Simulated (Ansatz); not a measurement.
The cell was built from the bcc type and relaxed in the same program, and has space group Im-3m; it needn't be a known or the stable phase.

Mn: DFT, PBE, all-electron PAW with datasets made for the crystal, scalar-relativistic (Ansatz 0.2.0).

Command: `ansatz run input.yaml --threads 1 --pin off --max-ram 3072MiB --backend cpu --events-out ev --progress --plain --runs-dir out` The run took about 38 s on 1 thread of a shared machine.

```yaml
crystal:
  lattice:
    - [-1.3981951056, 1.3981951056, 1.3981951056]
    - [1.3981951056, -1.3981951056, 1.3981951056]
    - [1.3981951056, 1.3981951056, -1.3981951056]
  atoms:
    - { symbol: Mn, position: [0.0, 0.0, 0.0], spin: 4.0 }
magnetization:
  spin_polarized: true
kpoints:
  mp_grid: { grid: [20, 20, 20] }
  band_path:
    path:
      - [0.0, 0.0, 0.0]
      - [0.5, -0.5, 0.5]
      - [0.0, 0.0, 0.5]
      - [0.0, 0.0, 0.0]
      - [0.25, 0.25, 0.25]
      - [0.5, -0.5, 0.5]
      - [0.25, 0.25, 0.25]
      - [0.0, 0.0, 0.5]
    npoints: 8
scf:
  occupations: { method: fermi_dirac, width: 0.03 }
hamiltonian:
  xc: pbe
  pseudopotentials: { kind: all_electron, datasets: crystal }
output:
  forces: true
  stress: true
  eigenvalues: true
  efg: { contact_densities: true }
```

Output:

```
hamiltonian.pseudopotentials.datasets: crystal makes datasets for this crystal and solves the spheres of its atoms anew in each pass: cutoff 340.0 eV, the density's 1360.0 eV; for an error of 0.50 meV an atom under PBE, 0.5 meV for the cell; an energy difference from a run of another recipe may be off by several times the error for the cell, under r2SCAN by more, where some 0.1 meV an atom stays at smaller errors; Mn in spheres of 1.207 Å, 15 of its electrons in bands
Engine: ansatz 0.2.0
Pseudopotentials: kind: all_electron
Pseudopotential: Mn, paw, valence charge 15, recommended cutoff 340 eV (normal), Koelling and Harmon's equation, gaussian nucleus
Functional definition: PBE
  parameter kappa = 0.804
  parameter beta = 0.06672455060314922
  exchange = pbe_x(kappa = kappa, mu = beta*pi^2/3)
  correlation = pbe_c(beta = beta)
a search for the magnetic state begins, with frozen cores and fixed partial waves. It gives no result and prints no iterations
the search for the magnetic state of this step took 9 SCF iterations with frozen cores. It stayed in its first state, in which the spheres begin
Crystal: 1 atoms, lattice volume = 10.934 Å³
Basis set: ecut = 340 eV, 141 PW (Γ), exchange–correlation on 30×30×30 points (8 copies of the dense FFT grid, shifted against one another)
Bands: 14, of which v1, the nominal top of the filled ones, is band 8 counted from 1 (7 counted from 0)
Symmetry: 48 space group operations
Space group: Im-3m (ITA 229), of the structure as read, at distance tolerance 2.2e-5 Å
Magnetic group: BNS 229.140 (UNI 1642), of the structure as read, at distance tolerance 2.2e-5 Å
k-points: 256 of 8000
Non-local potential: Mn, projectors of the file, l = 0: 2, l = 1: 2, l = 2: 2
PAW form: soft (Blöchl's): semilocal exchange-correlation on the pseudo side does not see the compensation charge
PAW one-centre angular grid: Mn, 590 points (default); XC on its mesh's 1895 points in the sphere
Initial density: read from a saved state, or passed on in memory by an earlier SCF of this step, an earlier step, the calling program or the single point that the run made first
Starting moments: Σ|m| = 4 μB on 1 of 1 site; this step starts from the density that it was given
Initial wavefunctions: pseudopotential atomic-orbital guess
Functional: x = pbe(κ = 0.804, μ = 0.2195149727645171), c = pbe(β = 0.06672455060314922)
iter 1 solved again at ethr=1.17e-4 eV; its pass at ethr=1.00e-1 eV (dr2=1.75e-2 eV) is discarded
SCF iter   1: F=—  HF=-31528.031590 eV  |F-HF|=—  |Δ(HF+E_count)|=         —  Δρ=1.37e-2 (↑1.37e-2 ↓1.07e-2)  dr2=1.97e-2  dr2_m=2.43e-4  M=0.857 μB ∫|m|=0.878 μB  β_m=0.30  ethr=1.17e-4  ⟨swp⟩=3.1  Hψ=41435  notcnv=0
preconditioner: auto → none  [metal: Δε(μ)=0.004 eV  Ē_g=14.899 eV  σ=0.030 eV  W_gap=0.03  n_scr=0 (ndim 8)  ℏωp=29.7 eV  f_vac=0.000  D(μ)=2.17/eV (n_scr^D=42)]
SCF iter   2: F=—  HF=-31528.007611 eV  |F-HF|=—  |Δ(HF+E_count)|=   2.40e-2  Δρ=1.29e-2 (↑1.29e-2 ↓9.34e-3)  dr2=2.25e-2  dr2_m=3.45e-4  M=0.849 μB ∫|m|=0.870 μB  β_m=0.50  ethr=1.17e-4  ⟨swp⟩=2.2  Hψ=14370  notcnv=0
SCF iter   3: F=—  HF=-31527.998844 eV  |F-HF|=—  |Δ(HF+E_count)|=   8.77e-3  Δρ=5.12e-3 (↑5.12e-3 ↓3.23e-3)  dr2=6.15e-3  dr2_m=1.23e-4  M=0.859 μB ∫|m|=0.880 μB  β_m=0.42  ethr=1.17e-4  ⟨swp⟩=2.1  Hψ=14420  notcnv=0  defer=1
iter 4 solved again at ethr=7.84e-7 eV; its pass at ethr=4.10e-5 eV (dr2=1.18e-4 eV) is discarded
SCF iter   4: F=—  HF=-31527.996637 eV  |F-HF|=—  |Δ(HF+E_count)|=   2.21e-3  Δρ=9.15e-4 (↑9.15e-4 ↓6.65e-4)  dr2=1.17e-4  dr2_m=5.71e-6  M=0.853 μB ∫|m|=0.874 μB  β_m=0.42  ethr=7.84e-7  ⟨swp⟩=2.0  Hψ=29746  notcnv=0  defer=1
SCF iter   5: F=—  HF=-31527.996724 eV  |F-HF|=—  |Δ(HF+E_count)|=   8.72e-5  Δρ=5.92e-4 (↑5.92e-4 ↓4.25e-4)  dr2=3.92e-5  dr2_m=4.10e-6  M=0.854 μB ∫|m|=0.875 μB  β_m=0.71  ethr=7.81e-7  ⟨swp⟩=2.0  Hψ=11203  notcnv=0
SCF iter   6: F=—  HF=-31527.996788 eV  |F-HF|=—  |Δ(HF+E_count)|=   6.43e-5  Δρ=2.44e-4 (↑2.44e-4 ↓1.14e-4)  dr2=1.45e-6  dr2_m=3.12e-6  M=0.856 μB ∫|m|=0.877 μB  β_m=0.85  ethr=2.61e-7  ⟨swp⟩=2.1  Hψ=11270  notcnv=0
SCF iter   7: F=—  HF=-31527.996791 eV  |F-HF|=—  |Δ(HF+E_count)|=   2.26e-6  Δρ=7.27e-5 (↑3.53e-5 ↓7.27e-5)  dr2=1.49e-7  dr2_m=2.77e-7  M=0.858 μB ∫|m|=0.879 μB  β_m=0.93  ethr=9.66e-9  ⟨swp⟩=3.0  Hψ=13632  notcnv=0
SCF iter   8: F=—  HF=-31527.996791 eV  |F-HF|=—  |Δ(HF+E_count)|=   1.60e-7  Δρ=1.91e-5 (↑1.10e-5 ↓1.91e-5)  dr2=1.21e-8  dr2_m=2.05e-8  M=0.859 μB ∫|m|=0.880 μB  β_m=0.96  ethr=9.92e-10  ⟨swp⟩=2.6  Hψ=11974  notcnv=0
SCF iter   9: F=-31527.996791 eV  HF=-31527.996791 eV  |F-HF|=1.45e-8  |Δ(HF+E_count)|=   3.63e-8  Δρ=9.67e-6 (↑9.67e-6 ↓5.55e-6)  dr2=1.80e-8  dr2_m=6.50e-10  M=0.859 μB ∫|m|=0.880 μB  ethr=8.09e-11  ⟨swp⟩=3.0  Hψ=13219  notcnv=0
8 of the run's printed levels, from 43.00 eV on, may lie off, as they stand: their residual norms reach 0.64 eV (residual_norms_ev in the JSON report holds each one's)
SCF 1 converged in 9 iterations: F = -31527.996791 eV  dr2 = 1.80e-8
  Residual-converged pass: ⟨swp⟩=2.5  Hψ=9912  notcnv=0  max |occ|·‖R‖ = 3.7e-6 eV (tolerance 3.7e-6 eV)  dr2=1.80e-8  dr2_m=6.55e-10  dr2_onsite=1.03e-8  max |Δocc| = 1.6e-11
  greatest PAW one-centre occupation: 1.005 electrons in one spin orbital (limit 2), on the Mn atom at site 0 (counted from 0), in its partial waves of l = 1
NSCF: frozen V_eff on 57 k-points
SCF converged after 9 iterations
Magnetization: 0.8588 μB (7.9294 up, 7.0706 down)
Absolute magnetization: 0.8799 μB (∫|ρ↑−ρ↓|)
Spin contamination: -0.0632 ħ² per cell (⟨S²⟩ above its minimum at these occupations)
Per-site moments (μB) at R_I (Å): [(0.8552314157571935, 0.9989697967397493)]
Free energy (F): -31527.996791 eV
Harris-Foulkes:  -31527.996791 eV  (|F-HF|=1.45e-8)
Internal energy: -31527.990452 eV  (E = F + TS)
E sigma→0 (E₀):  -31527.993622 eV
Entropy (-TS):   -0.006339 eV (-6.339 meV/atom)
Past the cutoff: the bands carry plane waves up to 1.75 times it, of which those up to 1.5 times it add -0.000594 eV an atom, each by itself; the spheres take 0.000201 eV an atom off the energy for waves past 1.75 times it
By the cutoff:   a pressure is off by up to 0.008 GPa (1.2 times the spheres' own share and the shells' term, over an atom's volume, and 0.004 GPa: a bound that held against runs at twice the plane waves)
Past the cutoffs: a stress includes 0.0005 GPa for waves and charges beyond them, in addition to the slope of what the spheres take
In the spheres:  the bands' charges fall short by 1.4e-7 e at most (sound up to 1e-3)
Fermi energy:    20.513677 eV
--- Per-component energies (eV) ---
  The terms above E_closure are by the made datasets' own strengths, without shells solved beside the bands.
--- Forces (eV/Å), atoms counted from 1 ---
  atom   1  Mn    -0.00000000    -0.00000000     0.00000000
  max |Σ_I F_I| component: 2.26e-32 eV/Å
--- Stress (GPa, compression-positive) ---
        0.041011      -0.000000       0.000000
       -0.000000       0.041011      -0.000000
       -0.000000       0.000000       0.041011
  P = ⅓ Tr σ = 0.0410 GPa (0.410 kbar)
--- PAW observables at the nuclei: V_zz in 10²¹ V/m², potentials from the cell's mean, atoms counted from 1 ---
  atom   1  Mn V_zz =    +0.000000   η = 0.0000   by run symmetry: forbidden
            electrostatic potential = -3038.848366 V   contact ρ = 87864.041162 e/Å³   contact ρ_s (e/Å³): all electrons -1.460438, valence +1.059685
--- Band table (eV; the first three rows and the last of 512) ---
  k-point 0 ↑: bands = ["-59.5006", "-27.7989", "-27.7989", "-27.7989", "11.8934", "18.7108", "18.7108", "18.7108", "20.4443", "20.4443", "44.0976"]
  k-point 1 ↑: bands = ["-59.4968", "-27.8170", "-27.8046", "-27.7990", "12.0040", "18.6729", "18.7063", "18.7800", "20.4032", "20.4472", "43.6772"]
  k-point 2 ↑: bands = ["-59.4859", "-27.8695", "-27.8213", "-27.7992", "12.3292", "18.5641", "18.6834", "18.9835", "20.3022", "20.4566", "42.5757"]
  k-point 255 ↓: bands = ["-58.2339", "-27.3345", "-27.3345", "-27.3345", "16.2515", "16.2515", "22.5934", "22.5934", "22.5934", "31.0515", "31.0515"]
```

Other magnetic orders may lie lower; this is the state that the run reached.
